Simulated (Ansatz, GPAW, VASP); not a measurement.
## C: programs and potentials compared

```xyz
2
Lattice="0.0000 1.7834 1.7834 1.7834 0.0000 1.7834 1.7834 1.7834 0.0000" Properties=species:S:1:pos:R:3 pbc="T T T"
C     2.6751    2.6751    2.6751
C     1.7834    1.7834    1.7834
```

Alike in all runs: task single point; functional PBE; k mesh 13 × 13 × 13; occupations gaussian, width 0.027 eV; no spin polarisation; no spin-orbit coupling. Pressure is positive in compression and, in plane waves, holds the error of the finite cutoff.

```csv
program and potentials,plane-wave cutoff (eV),notes,pressure (GPa)
"VASP, PBE PAW files C, 520 eV",520,-,2.46
"GPAW, GPAW PAW data sets (gpaw-data 1.2.1)",800,-,1.42
"Ansatz, all-electron LAPW, scalar-relativistic",-,-,?
```

Estimate from the other rows what the run with Ansatz, all-electron LAPW, scalar-relativistic gave.

Pressure 1.75 GPa. The other rows, which needn't bracket it: pressure 1.42 to 2.46.
